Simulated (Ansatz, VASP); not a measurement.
# Ge: VASP beside Ansatz

```
CELL_PARAMETERS angstrom
0.00000 2.81478 2.81478
2.81478 0.00000 2.81478
2.81478 2.81478 0.00000
ATOMIC_POSITIONS crystal
Ge 0.50000 0.50000 0.50000
Ge 0.75000 0.75000 0.75000
```

Alike in both runs: functional LDA; k mesh 5 × 5 × 5; occupations fermi-dirac, width 0.05 eV; no spin polarisation.

Ansatz relaxed the structure, and its values are those at the end. VASP's run is a single point on that final structure, the one shown.

```csv
,VASP,Ansatz
version,VASP 6.6.1,Ansatz 0.2.0
potentials or method,"VASP PAW LDA potentials, release 64 (Ge_d)","plane waves (420 eV) with PAW, scalar-relativistic"
plane-wave cutoff (eV),520,420
valence electrons in the cell,28,28
```

```csv
,VASP,Ansatz,Ansatz less VASP
pressure (GPa),0.1,0.0,-0.15
```

Ansatz warned: «pseudo_functional_mismatch».

Caveats: the k mesh is coarse (spacing up to 0.39 Å⁻¹), so the values aren't converged.
